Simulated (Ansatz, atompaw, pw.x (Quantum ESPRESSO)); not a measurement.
pw.x on diamond Si: one setting changed

Potential: PAW, atompaw 4.2.0.5, PBEsol; core [Ne], reference 3s1 3p3; waves: 3s (bound): rc 1.75 bohr; 3s channel at 3.8 Ry: rc 2.50 bohr; 3p (bound): rc 2.50 bohr; 3p channel at 0.25 Ry: rc 2.50 bohr; 3d channel at 0.45 Ry: rc 2.50 bohr; 3d channel at 2.15 Ry: rc 1.95 bohr; local part: bessel scheme, radius 1.70 bohr; core correction: smooth core density matched at 2.25 bohr; augmentation: sinc compensation charge, radius 2.50 bohr; PAW radius 2.50 bohr; waves and projectors: custom polynom2 7 10 vanderbiltortho.

The reference run (k-mesh 9³, cutoffs 45/450 Ry, Fermi–Dirac 0.01 Ry, mixing_beta 0.4, conv_thr 1e-9, no spin) gives 0.35 GPa at 20.005 Å³/atom, where all-electron LAPW gives 0.14 GPa. This run, with its own iteration cap, changes ecutrho/ecutwfc to 16.

```
&control
  calculation='scf', prefix='x', pseudo_dir='./', outdir='./tmp', tstress=.true., disk_io='none'
/
&system
  ibrav=0, nat=2, ntyp=1, ecutwfc=45, ecutrho=720, nbnd=11,
  occupations='smearing', smearing='fd', degauss=0.01
/
&electrons
  conv_thr=1e-09, mixing_beta=0.4, electron_maxstep=60
/
ATOMIC_SPECIES
Si 1.0 Si.UPF
CELL_PARAMETERS angstrom
  0.00000000 2.71464380 2.71464380
  2.71464380 0.00000000 2.71464380
  2.71464380 2.71464380 0.00000000
ATOMIC_POSITIONS crystal
Si 0.0000 0.0000 0.0000
Si 0.2500 0.2500 0.2500
K_POINTS automatic
9 9 9 0 0 0
```

```bash
pw.x < Si.scf.in > Si.scf.out
```

**Question.** How does the run end?

**Answer.** It converges in 14 iterations; the free energy moves by +0.0 meV/atom and the pressure by +0.00 GPa. The result is that of the reference run.

```
Message from routine setup:
     using ibrav=0 with symmetry is DISCOURAGED, use correct ibrav instead
     lattice parameter (alat)  =       7.2548  a.u.
     unit-cell volume          =     270.0009 (a.u.)^3
     number of electrons       =         8.00
     number of Kohn-Sham states=           11
     kinetic-energy cutoff     =      45.0000  Ry
     charge density cutoff     =     720.0000  Ry
     scf convergence threshold =      1.0E-09
     Exchange-correlation= SLA PW PSX PSC
     number of k points=    35  Fermi-Dirac smearing, width (Ry)=  0.0100
     iteration #  1     ecut=    45.00 Ry     beta= 0.40
     total energy              =     -91.29106016 Ry
     estimated scf accuracy    <       0.08850774 Ry
     iteration #  2     ecut=    45.00 Ry     beta= 0.40
     total energy              =     -91.29243244 Ry
     estimated scf accuracy    <       0.02678416 Ry
     iteration #  3     ecut=    45.00 Ry     beta= 0.40
     total energy              =     -91.29813860 Ry
     estimated scf accuracy    <       0.00062996 Ry
     [... 8 iterations left out ...]
     iteration # 12     ecut=    45.00 Ry     beta= 0.40
     total energy              =     -91.29936120 Ry
     estimated scf accuracy    <       0.00000003 Ry
     iteration # 13     ecut=    45.00 Ry     beta= 0.40
     total energy              =     -91.29936119 Ry
     estimated scf accuracy    <       0.00000001 Ry
     iteration # 14     ecut=    45.00 Ry     beta= 0.40
     the Fermi energy is     6.3116 ev
!    total energy              =     -91.29936120 Ry
     estimated scf accuracy    <          8.7E-11 Ry
     smearing contrib. (-TS)   =      -0.00037621 Ry
     The total energy is F=E-TS. E is the sum of the following terms:
     one-electron contribution =       5.80060890 Ry
     hartree contribution      =       1.08786600 Ry
     xc contribution           =      -4.81234979 Ry
     ewald contribution        =     -16.80114799 Ry
     one-center paw contrib.   =     -76.57396210 Ry
     convergence has been achieved in  14 iterations
          total   stress  (Ry/bohr**3)                   (kbar)     P=        3.49
     Message from routine punch:
     Nothing written, as per user request (disk_io='none')
```

The run took about 39 s on one core of a shared host (AMD EPYC 7R43 64-Core Processor, 256 threads, 1004 GiB, load 130).
